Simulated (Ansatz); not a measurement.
# Cs (Im-3m) in Ansatz: further runs, part 2 of 2

Ansatz 0.2.0.

**3. Single point, BLYP, non-collinear spin, program default start**

input.yaml reads:

```yaml
crystal:
  lattice:
    - [-3.1284650614, 3.1284650614, 3.1284650614]
    - [3.1284650614, -3.1284650614, 3.1284650614]
    - [3.1284650614, 3.1284650614, -3.1284650614]
  atoms:
    - { symbol: Cs, position_ang: [0.0, 0.0, 0.0] }
hamiltonian:
  xc: blyp
  pseudopotentials: { kind: paw, source: jth }
magnetization:
  noncollinear: true
  spin_orbit: false
kpoints:
  mp_grid: { grid: [3, 3, 3] }
scf:
  occupations: { method: fermi_dirac, width: 0.025 }
  n_extra_bands: 1
output:
  forces: true
  stress: true
  eigenvalues: true
```

Potentials or basis: JTH PAW.

The run is started by

```bash
ansatz run input.yaml --threads 1 --pin off --max-ram 2560MiB --backend cpu --events-out ev --progress --plain --runs-dir out
```

What it wrote:

```text
Warning: the checks of this Cs dataset prove no rule for summing its radial tables, as where they were carried onto another mesh than they were made on, and Gregory's rule is taken, under which a leading mesh point left out moves its sums only by what lay on the interval it spanned. That does not make them correct, and they differ from Quantum ESPRESSO's on this file; a re-export a fraction of a mesh step off can move them. hamiltonian.pseudopotentials.radial_quadrature: simpson_from_first_knot sums it by `pw.x`'s rule; on a PAW file no value gives `pw.x`'s numbers. What more to know: hamiltonian.pseudopotentials.radial_quadrature, in the input reference
Warning: RAYON_NUM_THREADS=1 ignored (pool sized by the plan → 1); use --threads N
scf.n_extra_bands = 1 over 9 filled bands (N_el = 9.0): the run solves 10 bands
Engine: ansatz 0.2.0, x86_64-unknown-linux-gnu
Pseudopotentials: kind: paw
Pseudopotential: Cs, paw, valence charge 9, recommended cutoff 1200 eV (normal), Cs.paw.azcp
Functional definition: BLYP
  parameter beta = 0.0042
  parameter a = 0.04918
  parameter b = 0.132
  parameter c = 0.2533
  parameter d = 0.349
  exchange = b88_x(beta = beta)
  correlation = lyp_c(a = a, b = b, c = c, d = d)
non-collinear run that drives no moment: no starting moment large enough to seed its density (crystal.atoms[].spin), no starting occupations that ask for one, no magnetisation constraint and no magnetic field, so the semilocal B_xc is pinned to zero
Crystal: 1 atoms, lattice volume = 122.477 Å³
Basis set: ecut = 1200 eV, 11537 PW (Γ), exchange–correlation on 150×150×150 points (8 copies of the dense FFT grid, shifted against one another)
Bands: 10, of which v1, the nominal top of the filled ones, is band 9 counted from 1 (8 counted from 0)
Symmetry: 48 space group operations + 48 with time reversal
Magnetic group: BNS 229.141 (UNI 1643), of the structure as read, at distance tolerance 5.0e-5 Å
k-points: 4 of 27
Non-local potential: Cs, projectors of the file, l = 0: 2, l = 1: 2, l = 2: 2
PAW form: soft (Blöchl's): semilocal exchange-correlation on the pseudo side does not see the compensation charge
PAW frozen core: Cs, regenerated for the run's functional, and the local potential with it (the file was generated under x = pbe(κ = 0.804, μ = 0.2195149727645171), c = pbe(β = 0.06672455060314922))
PAW one-centre angular grid: Cs, 590 points (default); XC on 96 Gauss nodes
Initial density: superposition of atomic densities (chi_scale 0.1, normalization cell)
Initial wavefunctions: pseudopotential atomic-orbital guess
Functional: x = b88, c = lyp
SCF iter   1: F=—  HF=-5675.147634 eV  |F-HF|=—  |Δ(HF+E_count)|=         —  Δρ=2.20e-3  dr2=1.61e-2  dr2_m=0.00e0 (ungated)  ethr=3.10e-3  |M|=0.00e0 ∫|m|=0.00e0 μB  |m|>n=0.0e0 m-floor=0.0e0 τ_xc=0.0e0  β_m=0.30  ⟨swp⟩=6.2  Hψ=312  notcnv=0
preconditioner: auto → none  [insulator: Δε(μ)=0.853 eV  Ē_g=1.214 eV  σ=0.025 eV  W_gap=0.92  n_scr=12 (ndim 8)  ℏωp=3.4 eV  f_vac=0.000  D(μ)=1.36/eV (n_scr^D=0)  ε∞_Penn≈8.6]
SCF iter   2: F=—  HF=-5675.142210 eV  |F-HF|=—  |Δ(HF+E_count)|=   5.42e-3  Δρ=1.31e-3  dr2=5.52e-3  dr2_m=0.00e0 (ungated)  ethr=1.79e-4  |M|=0.00e0 ∫|m|=0.00e0 μB  |m|>n=0.0e0 m-floor=0.0e0 τ_xc=0.0e0  β_m=0.51  ⟨swp⟩=2.0  Hψ=77  notcnv=0
SCF iter   3: F=—  HF=-5675.140390 eV  |F-HF|=—  |Δ(HF+E_count)|=   1.82e-3  Δρ=3.55e-4  dr2=1.44e-4  dr2_m=0.00e0 (ungated)  ethr=6.14e-5  |M|=0.00e0 ∫|m|=0.00e0 μB  |m|>n=0.0e0 m-floor=0.0e0 τ_xc=0.0e0  β_m=0.75  ⟨swp⟩=2.2  Hψ=72  notcnv=0
SCF iter   4: F=—  HF=-5675.140475 eV  |F-HF|=—  |Δ(HF+E_count)|=   8.50e-5  Δρ=2.15e-4  dr2=6.74e-5  dr2_m=0.00e0 (ungated)  ethr=1.60e-6  |M|=0.00e0 ∫|m|=0.00e0 μB  |m|>n=0.0e0 m-floor=0.0e0 τ_xc=0.0e0  β_m=0.63  ⟨swp⟩=2.0  Hψ=80  notcnv=0
SCF iter   5: F=—  HF=-5675.140420 eV  |F-HF|=—  |Δ(HF+E_count)|=   5.51e-5  Δρ=6.18e-5  dr2=5.34e-6  dr2_m=0.00e0 (ungated)  ethr=7.49e-7  |M|=0.00e0 ∫|m|=0.00e0 μB  |m|>n=0.0e0 m-floor=0.0e0 τ_xc=0.0e0  β_m=0.81  ⟨swp⟩=2.0  Hψ=64  notcnv=0
SCF iter   6: F=-5675.140422 eV  HF=-5675.140422 eV  |F-HF|=1.15e-7  |Δ(HF+E_count)|=   2.00e-6  Δρ=6.64e-6  dr2=5.14e-8  dr2_m=0.00e0 (ungated)  ethr=1.11e-9  |M|=0.00e0 ∫|m|=0.00e0 μB  |m|>n=0.0e0 m-floor=0.0e0 τ_xc=0.0e0  ⟨swp⟩=3.8  Hψ=214  notcnv=0
SCF 1 converged in 6 iterations: F = -5675.140422 eV  dr2 = 5.14e-8
SCF converged after 6 iterations
Magnetization: |M| = 0.0000 μB,  M = (+0.0000, +0.0000, +0.0000) μB
Absolute magnetization: 0.0000 μB (∫|m|)
  site 0: m = (+0.0000, +0.0000, +0.0000) μB, |m| = 0.0000 μB  (R = 2.24 Å)
Free energy (F): -5675.140422 eV
Harris-Foulkes:  -5675.140422 eV  (|F-HF|=1.15e-7)
Internal energy: -5675.137235 eV  (E = F + TS)
E sigma→0 (E₀):  -5675.138829 eV
Entropy (-TS):   -0.003187 eV (-3.187 meV/atom)
Fermi energy:    2.606354 eV
--- Per-component energies (eV) ---
  E_band       = -92.278283
  E_kinetic    = 142.773116
  E_local      = -386.355806  (includes V_loc(G=0)·N_el)
  E_nonlocal   = 8.595133
  E_hartree    = 141.240760
  E_xc         = -330.348731
  E_vxc        = -133.225929  (∫ρ·V_xc dr)
  E_paw        = -4911.927138  (= ΣΔE_a)
  E_vpaw       = -6.550308  (= ΣTr[D̂ρ^β])
  E_aug_tail   = 0.000002  (compensation charges beyond the density's cutoff)
  E_ewald      = -339.199680
  E_core_change = 0.085110  (= ΣΔE_core)
  E_smearing   = -0.003187  (= −TS)
  E_closure    = 0.000000  (closes the sum)
  Σ components = -5675.140422   (vs F -5675.140422, Δ=0.00e0)
--- Forces (eV/Å), atoms counted from 1 ---
  atom   1  Cs     0.00000000    -0.00000000     0.00000000
  max |Σ_I F_I| component: 1.07e-24 eV/Å
--- Stress (GPa, compression-positive) ---
       -0.038720      -0.000000       0.000000
       -0.000000      -0.038720      -0.000000
        0.000000       0.000000      -0.038720
  P = ⅓ Tr σ = -0.0387 GPa (-0.387 kbar)
--- Band table (eV) ---
  k-point 0: bands = ["-21.6833", "-21.6833", "-8.4021", "-8.4021", "-8.4021", "-8.4021", "-8.4021", "-8.4021", "0.7943", "0.7943"]
  k-point 1: bands = ["-21.6796", "-21.6796", "-8.4854", "-8.4854", "-8.4303", "-8.4303", "-8.4019", "-8.4019", "1.8185", "1.8185"]
  k-point 2: bands = ["-21.6778", "-21.6778", "-8.4783", "-8.4783", "-8.4783", "-8.4783", "-8.4161", "-8.4161", "3.1575", "3.1575"]
  k-point 3: bands = ["-21.6765", "-21.6765", "-8.4750", "-8.4750", "-8.4613", "-8.4613", "-8.4613", "-8.4613", "2.6663", "2.6663"]
```

Wall time 6.8 s (1 thread of AMD EPYC 7R13 (Zen 3), shared host); peak memory 1.1 GiB.

These settings aren't checked as converged (typed here: scf.n_extra_bands = 1; kpoints.mp_grid.grid = 3 × 3 × 3): the numbers below hold their error.

What came out:

```yaml
Free_energy: -5675.1404 eV
Pressure: 0.0 GPa
Band_gap_on_the_k_mesh: none (metal or under the smearing width)
Net_moment: 0.00 μB per cell
Absolute_moment: 0.00 μB per cell
```

Caveat: the k mesh is coarse (spacing up to 0.47 Å⁻¹), so the values aren't converged.

**4. The reference run**

An earlier run on the cell as given: functional PBE; potentials or basis Ansatz PAW; cutoff 420 eV (not typed: the program's choice for these potentials); k mesh 6 × 6 × 6; occupations fermi-dirac, width 0.05 eV; no spin polarisation.

* Pressure: -0.1 GPa
* Band gap on the k mesh: none (metal or under the smearing width)
